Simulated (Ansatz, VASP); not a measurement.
# Zn: VASP beside Ansatz

The input INCAR:

```
ALGO = Normal
EDIFF = 1E-6
ENCUT = 520
GGA = PE
ISIF = 2
ISMEAR = -1
LASPH = True
LCHARG = True
LELF = True
LREAL = False
LVHAR = True
LWAVE = False
NBANDS = 12
NELM = 80
PREC = Accurate
SIGMA = 0.05
```

KPOINTS

```
k-points
0
Gamma
  15 15 15
```

File POSCAR:

```
Zn
1.0
    0.0000000000      1.9471429983      1.9471429983
    1.9471429983      0.0000000000      1.9471429983
    1.9471429983      1.9471429983      0.0000000000
Zn
1
Direct
    0.0000000000      0.0000000000      0.0000000000
```

Input for Ansatz:

```yaml
crystal:
  lattice:
    - [0.0, 1.9471429983, 1.9471429983]
    - [1.9471429983, 0.0, 1.9471429983]
    - [1.9471429983, 1.9471429983, 0.0]
  atoms:
    - { symbol: Zn, position: [0.0, 0.0, 0.0] }
kpoints:
  mp_grid: { grid: [15, 15, 15] }
scf:
  occupations: { method: fermi_dirac, width: 0.05 }
hamiltonian:
  xc: pbe
  pseudopotentials: { kind: all_electron, lapw: { basis_error: 0.0005 } }
output:
  forces: true
  stress: true
  eigenvalues: true
```

Change from the starting cell: volume scaled by 0.975.

Alike in both runs: task single point; functional PBE; k mesh 15 × 15 × 15; occupations fermi-dirac, width 0.05 eV; no spin polarisation.

```csv
,VASP,Ansatz
version,VASP 6.6.1,Ansatz 0.2.0
potentials or method,"VASP PAW PBE potentials, release 64 (Zn)","all-electron LAPW, scalar-relativistic"
plane-wave cutoff (eV),520,see its input
```

Ansatz gave:

- pressure (GPa): 1.9

Q: Estimate VASP's values.

A: Pressure (GPa): 2.3.

Ansatz ran all-electron here, so the differences hold the error of VASP's frozen core and of both bases.
